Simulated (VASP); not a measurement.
Here is a VASP 6.6.1 calculation.

Contents of INCAR:

```
PREC = Accurate
ENCUT = 600
EDIFF = 1E-7
ISMEAR = 0
SIGMA = 0.03
LREAL = F
LASPH = T
NELM = 80
ALGO = Normal
ISIF = 3
LWAVE = F
LCHARG = F
GGA = PS
IBRION = 2
NSW = 90
EDIFFG = -0.005
```

File KPOINTS:

```
Automatic mesh
0
Gamma
  12 12 12
```

Contents of POSCAR:

```
LiF                                     
1.0
    0.0000000000      1.9984797588      1.9984797588
    1.9984797588     -0.0000000000      1.9984797588
    1.9984797588      1.9984797588      0.0000000000
  Li              F             
     1     1
Direct
     0.0000000000000000    1.0000000000000000    0.0000000000000000
     0.5000000000000000    0.5000000000000000    0.5000000000000000
```

Potentials or basis: VASP PAW PBE potentials, release 64 (Li_sv, F).

Launch:

```sh
$ cat potpaw_PBE.64/Li_sv/POTCAR potpaw_PBE.64/F/POTCAR > POTCAR
$ mpirun -np 1 vasp_std > vasp.out
```

(1) What does it give for the band gap on the k mesh?

Results:

(1) 9.12 eV, direct.

Caveat: the relaxation stopped at its first step, so nothing moved.
